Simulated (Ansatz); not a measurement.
Debugging a Hubbard U by linear response of NiO, space group Fm-3m (Ansatz 0.2.0, Python API).

`nio.py`
```python
"""Hubbard U of NiO from linear response."""

import ansatz as az

nio = (
    az.Lattice.fcc(4.17180328)
    .space_group(225)
    .atom("Ni", (0.0, 0.0, 0.0))
    .atom("O", (0.5, 0.0, 0.0))
    .primitive()
    .moments(Ni=1.0)
)

calc = (
    nio.calculation()
    .functional(az.Functional.PBESOL)
    .basis(17 * az.Ha)
    .kpoints(12, 12, 12)
    .occupations("Fermi-Dirac")
    .spin("collinear")
    .hubbard("Ni", "d", u_eff="linear-response")
    .band_table()
)
# within one cell the perturbed atoms see their images, so U is that of this cell
found = []


def keep(event):
    if event["event"] == "lr_u_result":
        found.append(event["data"])


result = calc.session().plan().execute(on_event=keep)
rep = result.report()
for orbit in found[-1]["orbits"]:
    print(f"sites {orbit['sites']}: n0 = {orbit['n0']:.3f}, chi0 = {orbit['chi0_per_ev']:.4f}/eV, chi = {orbit['chi_per_ev']:.4f}/eV, U = {orbit['u_ev']:.2f} eV")
print("cycles:", found[-1]["n_cycles"], " band edges:", rep.get("band_edges_ev"))
print("site moments (muB):", [round(m, 2) for m in rep["site_moments_mub"]])
print("electrons up, down:", [round(n, 3) for n in rep["spin_occupation_sums"]])
```

```console
$ python nio.py
Traceback (most recent call last):
  File "nio.py", line 34, in <module>
    rep = result.report()
TypeError: 'dict' object is not callable
```

Why does it end like this?

The fault: report is a dict, not a method. Mended:

Script `nio.py`:
```python
"""Hubbard U of NiO from linear response."""

import ansatz as az

nio = (
    az.Lattice.fcc(4.17180328)
    .space_group(225)
    .atom("Ni", (0.0, 0.0, 0.0))
    .atom("O", (0.5, 0.0, 0.0))
    .primitive()
    .moments(Ni=1.0)
)

calc = (
    nio.calculation()
    .functional(az.Functional.PBESOL)
    .basis(17 * az.Ha)
    .kpoints(12, 12, 12)
    .occupations("Fermi-Dirac")
    .spin("collinear")
    .hubbard("Ni", "d", u_eff="linear-response")
    .band_table()
)
# within one cell the perturbed atoms see their images, so U is that of this cell
found = []


def keep(event):
    if event["event"] == "lr_u_result":
        found.append(event["data"])


result = calc.session().plan().execute(on_event=keep)
rep = result.report
for orbit in found[-1]["orbits"]:
    print(f"sites {orbit['sites']}: n0 = {orbit['n0']:.3f}, chi0 = {orbit['chi0_per_ev']:.4f}/eV, chi = {orbit['chi_per_ev']:.4f}/eV, U = {orbit['u_ev']:.2f} eV")
print("cycles:", found[-1]["n_cycles"], " band edges:", rep.get("band_edges_ev"))
print("site moments (muB):", [round(m, 2) for m in rep["site_moments_mub"]])
print("electrons up, down:", [round(n, 3) for n in rep["spin_occupation_sums"]])
```

With that change:

Output of `python nio.py`:
```text
sites [0]: n0 = 8.490, chi0 = -0.1654/eV, chi = -0.1265/eV, U = 1.86 eV
cycles: 1  band edges: None
site moments (muB): [1.6, 0.31]
electrons up, down: [12.987, 11.013]
```

Notes:
- The magnetic order follows from the starting moments and needn't be the lowest.
- For a metal this k-point mesh is coarse: on a finer one energies can move by several to tens of meV an atom and pressures by half a GPa or more, differences at one mesh by less.
- With one magnetic atom the cell can hold only ferromagnetic order.
- The structure is a deposited one; some such entries were measured under pressure or heat, so a shift against it needn't be the functional's error alone.
- Gaps and levels are Kohn-Sham values on a finite set of k-points.
- The computed U depends on the projectors, on the cell (the perturbed atoms see their images) and on the spin treatment typed in the script; a run with no .spin step is spin-unpolarised.
- Finished in 27 s on 1 thread of Arm Neoverse V1, with other jobs on the host, peak memory 0.37 GiB.
